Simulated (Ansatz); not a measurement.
All numbers below come from Ansatz, DFT PBE, scalar-relativistic, plane waves, PAW. Settings: cutoff 420 eV, Γ-centred meshes spaced at most about 0.3 Å⁻¹, and about 0.25 Å⁻¹ or finer for metals (2π included), Gaussian smearing. No spin polarisation.

Temperature and zero-point effects are left out.

Question: Order these relaxed structures of Ti5C by energy, lowest first, with the energy over the lowest of them.
1.

```
CELL_PARAMETERS angstrom
5.42291 0.00000 0.00000
-2.71146 4.69638 0.00000
0.00000 0.00000 3.53428
ATOMIC_POSITIONS crystal
Ti 0.00000 0.27670 0.00000
Ti 0.72330 0.72330 0.00000
Ti 0.27670 0.00000 0.00000
Ti 0.66667 0.33333 0.50000
Ti 0.33333 0.66667 0.50000
C 0.00000 0.00000 0.50000
```

2.

```
CELL_PARAMETERS angstrom
4.79070 0.00000 0.00000
-2.39535 4.14887 0.00000
0.00000 0.00000 7.37888
ATOMIC_POSITIONS crystal
Ti 0.00000 0.00000 0.25860
Ti 0.00000 0.00000 0.74140
Ti 0.50000 0.00000 0.00000
Ti 0.00000 0.50000 0.00000
Ti 0.50000 0.50000 0.00000
C 0.00000 0.00000 0.00000
```

3.

```
CELL_PARAMETERS angstrom
4.51693 0.00000 0.00000
-2.25847 3.91178 0.00000
0.00000 0.00000 4.92350
ATOMIC_POSITIONS crystal
Ti 0.33333 0.66667 0.75040
Ti 0.66667 0.33333 0.75040
Ti 0.66667 0.33333 0.24960
Ti 0.33333 0.66667 0.24960
Ti 0.00000 0.00000 0.00000
C 0.00000 0.00000 0.50000
```

Answer: 1 (0 meV/atom), 3 (287 meV/atom), 2 (653 meV/atom). Forms: cell 1 P-62m; cell 3 P6/mmm; cell 2 P6/mmm. Counting Ti atoms around C (those within 1.25 times the shortest such distance or 1.15 times the sum of covalent radii, 1.27 where that leaves under three; a plus sign parts nearer from farther groups): cell 1 has C 6; cell 3 has C 2+12; cell 2 has C 2+6. All come from invented guesses. Even the lowest of the cells shown lies +0.31 eV/atom against the elements.

Cells relaxed within their symmetry can be saddle points. Some types were kept out of the candidates beforehand, so the set may lack a known form.
